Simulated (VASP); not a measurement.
## Al12N: single point with PBE

Slab: Al12N, a slab with vacuum.

```
Al N
1.0
     5.71430    0.00000    0.00000
     0.00000    5.71430    0.00000
     0.00000    0.00000   19.67502
Al N
12 1
Direct
  0.25000 0.25000 0.20330
  0.25000 0.75000 0.20330
  0.75000 0.25000 0.20330
  0.75000 0.75000 0.20330
  0.00000 0.00000 0.30928
  0.00000 0.50000 0.30928
  0.50000 0.00000 0.30928
  0.50000 0.50000 0.30928
  0.25000 0.25000 0.41550
  0.25000 0.75000 0.41550
  0.75000 0.25000 0.41550
  0.75000 0.75000 0.41550
  0.33333 0.33333 0.49718
```

The cell isn't the ideal one: N over (1/6, 1/6) of the surface cell, its height relaxed.

* Program: VASP 6.6.1
* Task: single point
* Functional: PBE
* Potentials or basis: VASP PAW PBE potentials, release 64 (Al, N)
* Cutoff: 520 eV
* k mesh: 5 × 5 × 1
* Occupations: gaussian, width 0.1 eV
* Spin: no spin polarisation

```yaml
Largest_force: 1.466 eV/Å
Band_gap_on_the_k_mesh: none (metal or under the smearing width)
Work_function_of_the_upper_face: 6.15 eV
Work_function_of_the_lower_face: 4.32 eV
```

Forces in eV/Å, atoms in the order of the input:
```
Al   0.011  0.011  0.019
Al   0.082  0.045  0.029
Al   0.045  0.082  0.029
Al  -0.070 -0.070  0.109
Al   0.005  0.005  0.002
Al   0.045  0.013  0.038
Al   0.013  0.045  0.038
Al  -0.032 -0.032 -0.022
Al  -0.563 -0.563 -1.231
Al   0.113 -0.693  0.494
Al  -0.693  0.113  0.494
Al   0.058  0.058 -0.028
N    0.985  0.985  0.030
```

Levels at points of the mesh, in eV from the Fermi level:
```
           k point  band 17  band 18  band 19  band 20  band 21  band 22  band 23  band 24
(0.00, 0.00, 0.00)    -1.34    -1.06    -0.77    -0.62    -0.41    -0.05    -0.04     0.17
```

Run time: 4 min on 1 thread of AMD EPYC 9R45 (Zen 5), with other jobs on the host, peak memory 0.61 GiB.
